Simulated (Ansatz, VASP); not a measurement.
**BAs: VASP beside Ansatz**

The input INCAR:

```
SYSTEM = BAs
  PREC = Accurate
  ENCUT = 520
  EDIFF = 1E-6
  ISMEAR = -1
  SIGMA = 0.03
  LREAL = .False.
  LASPH = .True.
  NELM = 80
  ALGO = Normal
  ISIF = 2
  LWAVE = .False.
  LCHARG = .False.
  GGA = PE
  NBANDS = 11
```

File KPOINTS:

```
Automatic mesh
0
Gamma
  15 15 15
  0 0 0
```

File POSCAR:

```
BAs
1.0
    0.0000000000      2.4199312360      2.4199312360
    2.4199312360      0.0000000000      2.4199312360
    2.4199312360      2.4199312360      0.0000000000
B As
1 1
Direct
    0.0000000000      0.0000000000      0.0000000000
    0.7500000000      0.7500000000      0.7500000000
```

Input for Ansatz:

```yaml
crystal:
  lattice:
    - [0.0, 2.419931236, 2.419931236]
    - [2.419931236, 0.0, 2.419931236]
    - [2.419931236, 2.419931236, 0.0]
  atoms:
    - { symbol: B, position: [0.0, 0.0, 0.0] }
    - { symbol: As, position: [0.75, 0.75, 0.75] }
kpoints:
  mp_grid: { grid: [15, 15, 15] }
scf:
  occupations: { method: fermi_dirac, width: 0.03 }
hamiltonian:
  xc: pbe
  pseudopotentials: { kind: all_electron, lapw: { basis_error: 0.00025 } }
output:
  forces: true
  stress: true
  eigenvalues: true
```

Change from the starting cell: volume scaled by 1.04.

Alike in both runs: task single point; functional PBE; k mesh 15 × 15 × 15; occupations fermi-dirac, width 0.03 eV; no spin polarisation.

|  | VASP | Ansatz |
| --- | --- | --- |
| version | VASP 6.6.1 | Ansatz 0.2.0 |
| potentials or method | VASP PAW PBE potentials, release 64 (B, As) | all-electron LAPW, scalar-relativistic |
| plane-wave cutoff (eV) | 520 | see its input |

VASP gave:

```
gap on the k mesh at the Fermi level (eV) : 1.22
pressure (GPa)                            : -1.9
```

Question: What did Ansatz give for the same quantities?

Answer: gap on the k mesh at the Fermi level (eV): 1.23; pressure (GPa): -2.4.

Ansatz ran all-electron here, so the differences hold the error of VASP's frozen core and of both bases.

Caveats: an odd mesh through Γ misses points on the zone boundary, where band edges often lie.
